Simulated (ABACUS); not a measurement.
Crystal: K.

```
K
1.0
    -2.69756    2.69756    2.69756
     2.69756   -2.69756    2.69756
     2.69756    2.69756   -2.69756
K
1
Direct
  0.00000 0.00000 0.00000
```

| Property | Result |
| --- | --- |
| Program | ABACUS 3.10.1 |
| Task | single point |
| Functional | PBE |
| Potentials or basis | PseudoDojo NC SR 0.4.1 PBE standard |
| Cutoff | 1007 eV |
| Density cutoff | 4027 eV |
| Basis | plane waves |
| k mesh | 7 × 7 × 7 |
| Occupations | fermi-dirac, width 0.05 eV |
| Spin | no spin polarisation |

On this cell: pressure -0.2 GPa; band gap on the k mesh none (metal or under the smearing width).

The same run follows on a disturbed copy (cell strained at random at fixed volume):

```
CELL_PARAMETERS angstrom
-2.62910 2.66761 2.60007
2.71869 -2.74448 2.76653
2.66008 2.77546 -2.67695
ATOMIC_POSITIONS crystal
K 0.99632 0.99168 0.00721
```

Question: What does the disturbed cell give?

Answer: The energy (extrapolated to zero smearing) moves by +1.4 meV/atom; pressure -0.2 GPa; band gap on the k mesh none (metal or under the smearing width).

Stress tensor (GPa, compression positive):
```
-0.20 -0.04 -0.09
-0.04 -0.19  0.08
-0.09  0.08 -0.21
```
